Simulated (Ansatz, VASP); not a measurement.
**Two plane-wave programs on SnO2**

```
Sn O
1.0
     0.00000    2.53347    2.60947
     2.53347    0.00000    2.60947
     2.53347    2.53347    0.00000
Sn O
1 2
Direct
  0.00000 0.00000 0.00000
  0.25000 0.25000 0.25000
  0.75000 0.75000 0.75000
```

Change from the starting cell: uniaxial_z strain +3.0%.

Alike in both runs: task single point; functional r2SCAN; k mesh 8 × 8 × 8; occupations fermi-dirac, width 0.02 eV; no spin polarisation.

```csv
,VASP,Ansatz
version,VASP 6.6.1,Ansatz 0.2.0
potentials or method,"VASP PAW PBE potentials, release 64 (Sn_d, O)","plane waves, PAW"
plane-wave cutoff (eV),520,500
valence electrons in the cell,26,26
```

```csv
,VASP,Ansatz,Ansatz less VASP
pressure (GPa),-5.0,-6.2,-1.19
largest component of the traceless stress (GPa),9.28,9.29,+0.015
```

The functional is the same, so the differences come from potentials, cutoffs and numerics.

Caveats: the PAW data sets were made with another functional, which shifts forces and pressure a little (VASP).
